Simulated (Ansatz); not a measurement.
# Re: pressure up to the limit of the methods

How does Re (omega type) answer strong compression, and how long do frozen cores keep up with all electrons? Methods of the runs shown: LAPW, crystal datasets and norm-conserving. Companion runs by PAW are cited. Its runs: the reference run (LAPW); volume scaled by 1 (crystal datasets and norm-conserving); volume scaled by 0.78 (LAPW); volume scaled by 0.58 (LAPW); volume scaled by 0.5 (LAPW and norm-conserving); volume scaled by 0.43 (LAPW, crystal datasets and norm-conserving).

Method: DFT PBE, with the methods named in each step, in Ansatz 0.2.0.

1 further run of the same task is left out (it didn't finish).

## (1) The system as given

The structure is hexagonal, space group P6/mmm (No. 191). The conventional cell has a = 4.383 Å, b = 4.383 Å, c = 2.741 Å, α = 90.00°, β = 90.00°, γ = 120.00°. Around Re (site symmetry 6/mmm) lie 14 Re at 2.74 to 2.88 Å. Around Re (site symmetry -6m2) lie 11 Re at 2.53 to 2.88 Å.

Structure file:

```xyz
3
Lattice="4.3826 0.0000 0.0000 -2.1913 3.7954 0.0000 0.0000 0.0000 2.7410" Properties=species:S:1:pos:R:3 pbc="T T T"
Re    0.0000    0.0000    0.0000
Re    0.0000    2.5303    1.3705
Re    2.1913    1.2651    1.3705
```

Whether this phase is the stable one at these pressures isn't tested.

Atoms are numbered in the order of the input: Re1, Re2, Re3.

## (2) The reference volume, LAPW

input.yaml reads:

```yaml
crystal:
  lattice:
    - [4.3825600773, 0.0, 0.0]
    - [-2.1912800386, 3.7954083606, 0.0]
    - [0.0, 0.0, 2.7409928894]
  atoms:
    - { symbol: Re, position: [0.0, 0.0, 0.0] }
    - { symbol: Re, position: [0.3333333333, 0.6666666667, 0.5] }
    - { symbol: Re, position: [0.6666666667, 0.3333333333, 0.5] }
kpoints:
  mp_grid: { grid: [9, 9, 13] }
  band_path:
    path:
      - [0.0, 0.0, 0.0]
      - [0.5, 0.0, 0.0]
      - [0.3333333333, 0.3333333333, 0.0]
      - [0.0, 0.0, 0.0]
      - [0.0, 0.0, 0.5]
      - [0.5, 0.0, 0.5]
      - [0.3333333333, 0.3333333333, 0.5]
      - [0.0, 0.0, 0.5]
      - [0.5, 0.0, 0.5]
    npoints: 14
scf:
  occupations: { method: fermi_dirac, width: 0.08 }
hamiltonian:
  xc: pbe
  pseudopotentials: { kind: all_electron, lapw: { basis_error: 0.001 } }
output:
  forces: true
  stress: true
  eigenvalues: true
  populations: true
  dos: { projected: true, de: 0.2, e_range: [-14, 8] }
```

On the command line:

```sh
ansatz run input.yaml --threads 1 --pin off --max-ram 3072MiB --backend cpu --events-out ev --progress --plain --runs-dir out
```

Output, shortened:

```text
Re: projections on atomic orbitals take those of the free atom 1s2 2s2 2p6 3s2 3p6 3d10 4s2 4p6 4d10 4f14 5s2 5p6 5d5 6s2, of charge +0.00 (hamiltonian.pseudopotentials.projection_atoms)
LAPW: plane waves up to 9.531 Å⁻¹, error target 1.0e-3 eV per atom; small_component_spin mean_spin; Re in spheres of 1.265 Å, 45 of its electrons in bands, Dirac shells []
[...]
Pseudopotentials: kind: all_electron
Pseudopotential: Re, LAPW, valence charge 45, Koelling and Harmon's equation, gaussian nucleus
Functional definition: PBE
[...]
Crystal: 3 atoms, lattice volume = 45.593 Å³
Basis set: ecut = 346.08978913066903 eV, 669 PW (Γ), exchange–correlation at level 2
Bands: 81, of which v1, the nominal top of the filled ones, is band 68 counted from 1 (67 counted from 0)
Symmetry: 24 space group operations
Space group: P6/mmm (ITA 191), of the structure as read, at distance tolerance 3.6e-5 Å
k-points: 84 of 1053
[...]
SCF iter   1: F=—  HF=-1362458.914564 eV  |F-HF|=—  |Δ(HF+E_count)|=         —  Δρ=4.29e-2  dr2=6.24e-1  ethr=4.61e-4  ⟨swp⟩=2.6  Hψ=40557  notcnv=0
[...]
the basis was enlarged: its passes take 862.1 KiB over the memory plan, 1 of 1 planned eigensolver slots
[...]
SCF iter  11: F=-1362458.379130 eV  HF=-1362458.379130 eV  |F-HF|=3.77e-8  |Δ(HF+E_count)|=   1.60e-7  Δρ=8.01e-6  dr2=5.35e-8  ethr=4.38e-10  ⟨swp⟩=2.0  Hψ=20009  notcnv=0
[...]
NSCF: frozen V_eff on 113 k-points
SCF converged after 11 iterations
Free energy (F): -1362458.379130 eV
[...]
E sigma→0 (E₀):  -1362458.355382 eV
Entropy (-TS):   -0.047495 eV (-15.832 meV/atom)
Fermi energy:    29.757962 eV
[...]
--- Forces (eV/Å), atoms counted from 1 ---
  atom   1  Re     0.00000000    -0.00000000     0.00000000
  atom   2  Re    -0.00000000     0.00000000     0.00000000
  atom   3  Re     0.00000000     0.00000000     0.00000000
[...]
--- Stress (GPa, compression-positive) ---
        0.069724      -0.000000       0.000000
       -0.000000       0.069724       0.000000
        0.000000       0.000000       0.046571
  P = ⅓ Tr σ = 0.0620 GPa (0.620 kbar)
--- Band table (eV; the first three rows and the last of 84) ---
[...]
--- Löwdin populations: 3 sites ---
  site symbol       q [e]
     0     Re     74.8909
     1     Re     74.8429
     2     Re     74.8429
  spilling = 0.001881 (of n_electrons = 225.000000)
```

It took 2.9 min on 1 thread of Arm Neoverse V2, shared host; peak memory 0.85 GiB.

This run gives: pressure 0.06 GPa; no gap.

At the corners of the path (eV, zero at the Fermi level):

```csv
point,band 64,band 65,band 66,band 67,band 68,band 69,band 70
Γ,-2.77,-1.87,-0.77,-0.77,0.07,0.07,0.12
M,-2.40,-1.76,-1.40,0.35,0.37,0.93,2.02
K,-1.82,-1.22,-1.22,-0.46,-0.41,-0.41,2.30
Γ,-2.77,-1.87,-0.77,-0.77,0.07,0.07,0.12
A,-0.95,-0.95,-0.76,-0.76,2.80,2.80,3.76
L,-2.18,-1.10,-0.84,-0.45,0.79,2.06,3.19
H,-2.11,-2.11,-1.09,-1.09,0.67,2.67,2.98
A,-0.95,-0.95,-0.76,-0.76,2.80,2.80,3.76
L,-2.18,-1.10,-0.84,-0.45,0.79,2.06,3.19
```

States per cell in windows of 1 eV (zero at the Fermi level; grid of 0.20 eV, so sharp peaks spill over the borders):

```csv
from,to,total,Re 5d,Re 6s
-10,-9,0.04,0.00,0.04
-9,-8,0.19,0.00,0.17
-8,-7,0.36,0.04,0.30
-7,-6,0.93,0.39,0.51
-6,-5,2.67,1.99,0.63
-5,-4,3.11,2.79,0.27
-4,-3,3.21,2.97,0.16
-3,-2,2.66,2.43,0.15
-2,-1,3.39,3.09,0.20
-1,0,4.30,3.89,0.19
0,1,1.65,1.45,0.09
1,2,2.24,2.04,0.11
2,3,3.23,3.01,0.13
3,4,3.16,2.95,0.12
4,5,1.53,1.24,0.16
```

## (3) Volume scaled by 1, crystal datasets

input.yaml reads:

```yaml
crystal:
  lattice:
    - [4.3825600773, 0.0, 0.0]
    - [-2.1912800386, 3.7954083606, 0.0]
    - [0.0, 0.0, 2.7409928894]
  atoms:
    - { symbol: Re, position: [0.0, 0.0, 0.0] }
    - { symbol: Re, position: [0.3333333333, 0.6666666667, 0.5] }
    - { symbol: Re, position: [0.6666666667, 0.3333333333, 0.5] }
kpoints:
  mp_grid: { grid: [9, 9, 13] }
scf:
  occupations: { method: fermi_dirac, width: 0.08 }
hamiltonian:
  xc: pbe
  pseudopotentials: { kind: all_electron, datasets: crystal }
output:
  forces: true
  stress: true
  eigenvalues: true
```

On the command line:

```sh
ansatz run input.yaml --threads 1 --pin off --max-ram 3072MiB --backend cpu --events-out ev --progress --plain --runs-dir out
```

Output, shortened:

```text
[...]
band count auto-derived: 31 (N_el = 45.0; filled up to band 23; 27 by the electrons, moments and atoms)
[...]
[... 1 set-up line as earlier in the session ...]
Pseudopotential: Re, paw, valence charge 29, recommended cutoff 320 eV (normal), Koelling and Harmon's equation, gaussian nucleus
[... 1 set-up line as earlier in the session ...]
[...]
Crystal: 3 atoms, lattice volume = 45.593 Å³
Basis set: ecut = 320 eV, 607 PW (Γ), exchange–correlation on 54×54×32 points (8 copies of the dense FFT grid, shifted against one another)
Bands: 31, of which v1, the nominal top of the filled ones, is band 23 counted from 1 (22 counted from 0)
[... 2 set-up lines as earlier in the session ...]
k-points: 84 of 1053
[...]
Past the cutoffs: a stress includes 0.0026 GPa for waves and charges beyond them, in addition to the slope of what the spheres take
In the spheres:  the bands' charges fall short by 2.1e-7 e at most (sound up to 1e-3), those of shells solved beside the bands by 8.0e-7 e (sound up to 5e-4)
Fermi energy:    29.757931 eV
[...]
  The terms above E_closure are by the made datasets' own strengths, without shells solved beside the bands.
--- Forces (eV/Å), atoms counted from 1 ---
  atom   1  Re    -0.00000000    -0.00000000     0.00000000
  atom   2  Re    -0.00000000    -0.00000000     0.00000000
  atom   3  Re     0.00000000     0.00000000     0.00000000
[...]
--- Stress (GPa, compression-positive) ---
        0.069954      -0.000000       0.000000
       -0.000000       0.069954       0.000000
        0.000000       0.000000       0.044873
  P = ⅓ Tr σ = 0.0616 GPa (0.616 kbar)
  It holds what live shells' own plane waves past their cutoff add
--- Band table (eV; the first three rows and the last of 84) ---
[...]
```

Run time: 54 s. Hardware: 1 thread of Arm Neoverse V2, shared host; peak memory 1.1 GiB.

In short: pressure 0.06 GPa; no gap.

## (4) Volume scaled by 1, norm-conserving

input.yaml: that of step 3 with these lines changed.

```diff
@@ -15,3 +15,3 @@
   xc: pbe
-  pseudopotentials: { kind: all_electron, datasets: crystal }
+  pseudopotentials: { kind: nc }
 output:
```

On the command line:

```sh
ansatz run input.yaml --threads 1 --pin off --max-ram 3072MiB --backend cpu --events-out ev --progress --plain --runs-dir out
```

Output, shortened:

```text
[...]
Pseudopotentials: kind: nc
Pseudopotential: Re, nc, valence charge 15, recommended cutoff 979.609905 eV (normal), Re.nc.azcp
[... 1 set-up line as earlier in the session ...]
[...]
Crystal: 3 atoms, lattice volume = 45.593 Å³
Basis set: ecut = 979.609905 eV, 3181 PW (Γ), exchange–correlation on 90×90×60 points (8 copies of the dense FFT grid, shifted against one another)
Bands: 27, of which v1, the nominal top of the filled ones, is band 23 counted from 1 (22 counted from 0)
[... 2 set-up lines as earlier in the session ...]
k-points: 84 of 1053
[...]
SCF iter   1: F=—  HF=-7076.720913 eV  |F-HF|=—  |Δ(HF+E_count)|=         —  Δρ=6.09e-2  dr2=1.58e0  ethr=3.10e-3  ⟨swp⟩=6.4  Hψ=10136  notcnv=0
[...]
SCF iter   8: F=-7076.224491 eV  HF=-7076.224491 eV  |F-HF|=7.63e-9  |Δ(HF+E_count)|=   3.56e-8  Δρ=7.13e-6  dr2=1.40e-8  ethr=2.22e-10  ⟨swp⟩=8.9  Hψ=13140  notcnv=0
[...]
SCF converged after 8 iterations
Free energy (F): -7076.224491 eV
[...]
E sigma→0 (E₀):  -7076.200751 eV
Entropy (-TS):   -0.047479 eV (-15.826 meV/atom)
Fermi energy:    23.363668 eV
[...]
--- Forces (eV/Å), atoms counted from 1 ---
  atom   1  Re    -0.00000000     0.00000000     0.00000000
  atom   2  Re     0.00000000     0.00000000     0.00000000
  atom   3  Re    -0.00000000    -0.00000000     0.00000000
[...]
--- Stress (GPa, compression-positive) ---
        0.282485      -0.000000       0.000000
       -0.000000       0.282485       0.000000
        0.000000       0.000000       0.210289
  P = ⅓ Tr σ = 0.2584 GPa (2.584 kbar)
--- Band table (eV; the first three rows and the last of 84) ---
[...]
```

It took 17 s on 1 thread of Arm Neoverse V2, shared host; peak memory 0.43 GiB.

This run gives: pressure 0.26 GPa; no gap.

## (5) Volume scaled by 0.78, LAPW

input.yaml: that of step 4 with these lines changed.

```diff
@@ -2,5 +2,5 @@
   lattice:
-    - [4.3825600773, 0.0, 0.0]
-    - [-2.1912800386, 3.7954083606, 0.0]
-    - [0.0, 0.0, 2.7409928894]
+    - [4.0532075817, 0.0, 0.0]
+    - [-2.0266037908, 3.5101807326, 0.0]
+    - [0.0, 0.0, 2.4995427869]
   atoms:
@@ -15,3 +15,3 @@
   xc: pbe
-  pseudopotentials: { kind: nc }
+  pseudopotentials: { kind: all_electron, lapw: { basis_error: 0.001 } }
 output:
@@ -20 +20,2 @@
   eigenvalues: true
+  populations: true
```

On the command line:

```sh
ansatz run input.yaml --threads 1 --pin off --max-ram 3072MiB --backend cpu --events-out ev --progress --plain --runs-dir out
```

Output, shortened:

```text
Re: projections on atomic orbitals take those of the free atom 1s2 2s2 2p6 3s2 3p6 3d10 4s2 4p6 4d10 4f14 5s2 5p6 5d5 6s2, of charge +0.00 (hamiltonian.pseudopotentials.projection_atoms)
LAPW: plane waves up to 10.564 Å⁻¹, error target 1.0e-3 eV per atom; small_component_spin mean_spin; Re in spheres of 1.170 Å, 47 of its electrons in bands, Dirac shells []
[...]
[... 1 set-up line as earlier in the session ...]
Pseudopotential: Re, LAPW, valence charge 47, Koelling and Harmon's equation, gaussian nucleus
[... 1 set-up line as earlier in the session ...]
[...]
Crystal: 3 atoms, lattice volume = 35.562 Å³
Basis set: ecut = 425.1945439390975 eV, 693 PW (Γ), exchange–correlation at level 2
Bands: 85, of which v1, the nominal top of the filled ones, is band 71 counted from 1 (70 counted from 0)
[... 1 set-up line as earlier in the session ...]
Space group: P6/mmm (ITA 191), of the structure as read, at distance tolerance 3.3e-5 Å
[...]
SCF iter  11: F=-1362454.685093 eV  HF=-1362454.685093 eV  |F-HF|=6.29e-9  |Δ(HF+E_count)|=   2.56e-8  Δρ=3.83e-6  dr2=7.33e-9  ethr=7.58e-11  ⟨swp⟩=2.0  Hψ=20836  notcnv=0
[...]
SCF converged after 11 iterations
Free energy (F): -1362454.685093 eV
[...]
E sigma→0 (E₀):  -1362454.668102 eV
Entropy (-TS):   -0.033982 eV (-11.327 meV/atom)
Fermi energy:    39.249650 eV
[...]
--- Forces (eV/Å), atoms counted from 1 ---
  atom   1  Re     0.00000000     0.00000000     0.00000000
  atom   2  Re    -0.00000000     0.00000000     0.00000000
  atom   3  Re     0.00000000     0.00000000     0.00000000
[...]
--- Stress (GPa, compression-positive) ---
      146.667244       0.000000       0.000000
        0.000000     146.667244       0.000000
        0.000000       0.000000     146.723236
  P = ⅓ Tr σ = 146.6859 GPa (1466.859 kbar)
--- Band table (eV; the first three rows and the last of 84) ---
[...]
--- Löwdin populations: 3 sites ---
  site symbol       q [e]
     0     Re     74.9362
     1     Re     74.8781
     2     Re     74.8781
  spilling = 0.001367 (of n_electrons = 225.000000)
```

It took 2.3 min on 1 thread of Arm Neoverse V2, shared host; peak memory 0.9 GiB.

Result: pressure 146.69 GPa; no gap.

## (6) Volume scaled by 0.58, LAPW

input.yaml: that of step 5 with these lines changed.

```diff
@@ -2,5 +2,5 @@
   lattice:
-    - [4.0532075817, 0.0, 0.0]
-    - [-2.0266037908, 3.5101807326, 0.0]
-    - [0.0, 0.0, 2.4995427869]
+    - [3.6854900238, 0.0, 0.0]
+    - [-1.8427450119, 3.191727986, 0.0]
+    - [0.0, 0.0, 2.2480252194]
   atoms:
```

On the command line:

```sh
ansatz run input.yaml --threads 1 --pin off --max-ram 3072MiB --backend cpu --events-out ev --progress --plain --runs-dir out
```

Output, shortened:

```text
Re: projections on atomic orbitals take those of the free atom 1s2 2s2 2p6 3s2 3p6 3d10 4s2 4p6 4d10 4f14 5s2 5p6 5d5 6s2, of charge +0.00 (hamiltonian.pseudopotentials.projection_atoms)
LAPW: plane waves up to 11.960 Å⁻¹, error target 1.0e-3 eV per atom; small_component_spin mean_spin; Re in spheres of 1.064 Å, 47 of its electrons in bands, Dirac shells []
[...]
[... 3 set-up lines as earlier in the session ...]
[...]
Crystal: 3 atoms, lattice volume = 26.444 Å³
Basis set: ecut = 545.0207449526363 eV, 747 PW (Γ), exchange–correlation at level 2
Bands: 85, of which v1, the nominal top of the filled ones, is band 71 counted from 1 (70 counted from 0)
[... 1 set-up line as earlier in the session ...]
Space group: P6/mmm (ITA 191), of the structure as read, at distance tolerance 3.0e-5 Å
[...]
SCF iter  10: F=-1362436.242066 eV  HF=-1362436.242066 eV  |F-HF|=1.47e-8  |Δ(HF+E_count)|=   2.35e-8  Δρ=6.34e-6  dr2=1.69e-8  ethr=1.67e-10  ⟨swp⟩=2.0  Hψ=20830  notcnv=0
[...]
SCF converged after 10 iterations
Free energy (F): -1362436.242066 eV
[...]
E sigma→0 (E₀):  -1362436.231350 eV
Entropy (-TS):   -0.021431 eV (-7.144 meV/atom)
Fermi energy:    53.916357 eV
[...]
--- Forces (eV/Å), atoms counted from 1 ---
  atom   1  Re    -0.00000000    -0.00000000     0.00000000
  atom   2  Re     0.00000000     0.00000000     0.00000000
  atom   3  Re    -0.00000000     0.00000000     0.00000000
[...]
--- Stress (GPa, compression-positive) ---
      591.396693       0.000000       0.000000
        0.000000     591.396693       0.000000
        0.000000       0.000000     591.604352
  P = ⅓ Tr σ = 591.4659 GPa (5914.659 kbar)
--- Band table (eV; the first three rows and the last of 84) ---
[...]
--- Löwdin populations: 3 sites ---
  site symbol       q [e]
     0     Re     74.9813
     1     Re     74.8943
     2     Re     74.8943
  spilling = 0.001023 (of n_electrons = 225.000000)
```

Wall time 2.4 min (1 thread of Arm Neoverse V2, shared host); peak memory 0.96 GiB.

Result: pressure 591.47 GPa; no gap.

## (7) Volume scaled by 0.5, LAPW

input.yaml: that of step 6 with these lines changed.

```diff
@@ -2,5 +2,5 @@
   lattice:
-    - [3.6854900238, 0.0, 0.0]
-    - [-1.8427450119, 3.191727986, 0.0]
-    - [0.0, 0.0, 2.2480252194]
+    - [3.5132843364, 0.0, 0.0]
+    - [-1.7566421682, 3.0425934861, 0.0]
+    - [0.0, 0.0, 2.1325885387]
   atoms:
```

On the command line:

```sh
ansatz run input.yaml --threads 1 --pin off --max-ram 3072MiB --backend cpu --events-out ev --progress --plain --runs-dir out
```

Output, shortened:

```text
Re: projections on atomic orbitals take those of the free atom 1s2 2s2 2p6 3s2 3p6 3d10 4s2 4p6 4d10 4f14 5s2 5p6 5d5 6s2, of charge +0.00 (hamiltonian.pseudopotentials.projection_atoms)
LAPW: plane waves up to 12.720 Å⁻¹, error target 1.0e-3 eV per atom; small_component_spin mean_spin; Re in spheres of 1.014 Å, 47 of its electrons in bands, Dirac shells []
[...]
[... 3 set-up lines as earlier in the session ...]
[...]
Crystal: 3 atoms, lattice volume = 22.796 Å³
Basis set: ecut = 616.4453758509146 eV, 783 PW (Γ), exchange–correlation at level 2
Bands: 85, of which v1, the nominal top of the filled ones, is band 71 counted from 1 (70 counted from 0)
[... 1 set-up line as earlier in the session ...]
Space group: P6/mmm (ITA 191), of the structure as read, at distance tolerance 2.8e-5 Å
[...]
SCF iter  10: F=-1362418.362955 eV  HF=-1362418.362955 eV  |F-HF|=5.36e-9  |Δ(HF+E_count)|=   1.49e-8  Δρ=4.52e-6  dr2=7.25e-9  ethr=8.71e-11  ⟨swp⟩=2.0  Hψ=20828  notcnv=0
[...]
SCF converged after 10 iterations
Free energy (F): -1362418.362955 eV
[...]
E sigma→0 (E₀):  -1362418.353919 eV
Entropy (-TS):   -0.018070 eV (-6.023 meV/atom)
Fermi energy:    62.978349 eV
[...]
--- Forces (eV/Å), atoms counted from 1 ---
  atom   1  Re     0.00000000     0.00000000     0.00000000
  atom   2  Re    -0.00000000     0.00000000    -0.00000000
  atom   3  Re     0.00000000    -0.00000000     0.00000000
[...]
--- Stress (GPa, compression-positive) ---
     1020.660351       0.000000       0.000000
       -0.000000    1020.660351       0.000000
        0.000000       0.000000    1021.986193
  P = ⅓ Tr σ = 1021.1023 GPa (10211.023 kbar)
--- Band table (eV; the first three rows and the last of 84) ---
[...]
--- Löwdin populations: 3 sites ---
  site symbol       q [e]
     0     Re     74.9914
     1     Re     74.8863
     2     Re     74.8863
  spilling = 0.001049 (of n_electrons = 225.000000)
```

Run time: 2.5 min. Hardware: 1 thread of Arm Neoverse V2, shared host; peak memory 0.96 GiB.

In short: pressure 1021.10 GPa; no gap.

## (8) Volume scaled by 0.5, norm-conserving

input.yaml: that of step 7 with these lines changed.

```diff
@@ -15,3 +15,3 @@
   xc: pbe
-  pseudopotentials: { kind: all_electron, lapw: { basis_error: 0.001 } }
+  pseudopotentials: { kind: nc }
 output:
@@ -20,2 +20 @@
   eigenvalues: true
-  populations: true
```

On the command line:

```sh
ansatz run input.yaml --threads 1 --pin off --max-ram 3072MiB --backend cpu --events-out ev --progress --plain --runs-dir out
```

Output, shortened:

```text
[...]
[... 3 set-up lines as earlier in the session ...]
[...]
Crystal: 3 atoms, lattice volume = 22.796 Å³
Basis set: ecut = 979.609905 eV, 1601 PW (Γ), exchange–correlation on 72×72×48 points (8 copies of the dense FFT grid, shifted against one another)
Bands: 27, of which v1, the nominal top of the filled ones, is band 23 counted from 1 (22 counted from 0)
[... 2 set-up lines as earlier in the session ...]
k-points: 84 of 1053
[...]
SCF iter   1: F=—  HF=-7035.955126 eV  |F-HF|=—  |Δ(HF+E_count)|=         —  Δρ=5.05e-2  dr2=2.56e-1  ethr=3.10e-3  ⟨swp⟩=9.2  Hψ=13378  notcnv=0
[...]
SCF iter   7: F=-7035.851775 eV  HF=-7035.851775 eV  |F-HF|=5.48e-10  |Δ(HF+E_count)|=   3.52e-8  Δρ=1.43e-5  dr2=7.29e-9  ethr=2.22e-10  ⟨swp⟩=9.9  Hψ=13704  notcnv=0
[...]
SCF converged after 7 iterations
Free energy (F): -7035.851775 eV
[...]
E sigma→0 (E₀):  -7035.842704 eV
Entropy (-TS):   -0.018142 eV (-6.047 meV/atom)
Fermi energy:    50.214276 eV
[...]
--- Forces (eV/Å), atoms counted from 1 ---
  atom   1  Re    -0.00000000     0.00000000     0.00000000
  atom   2  Re     0.00000000     0.00000000     0.00000000
  atom   3  Re     0.00000000    -0.00000000    -0.00000000
[...]
--- Stress (GPa, compression-positive) ---
     1030.648689       0.000000       0.000000
        0.000000    1030.648689       0.000000
        0.000000       0.000000    1030.766738
  P = ⅓ Tr σ = 1030.6880 GPa (10306.880 kbar)
--- Band table (eV; the first three rows and the last of 84) ---
  k-point 0: bands = ["-32.4760", "-30.4403", "-30.1885", "3.0431", "3.0431", "4.5423", "4.5423", "7.9938", "10.1196", "10.1231", "10.1518", "10.1518", "35.7508", "36.8746", "42.9142", "43.9917", "44.9688", "44.9688", "45.6979", "45.6979", "46.7990", "46.7990", "48.8246", "48.8246", [...]
[...]
```

Wall time 8.2 s (1 thread of Arm Neoverse V2, shared host); peak memory 0.32 GiB.

Result: pressure 1030.69 GPa; no gap.

[end of part 1 of 2]
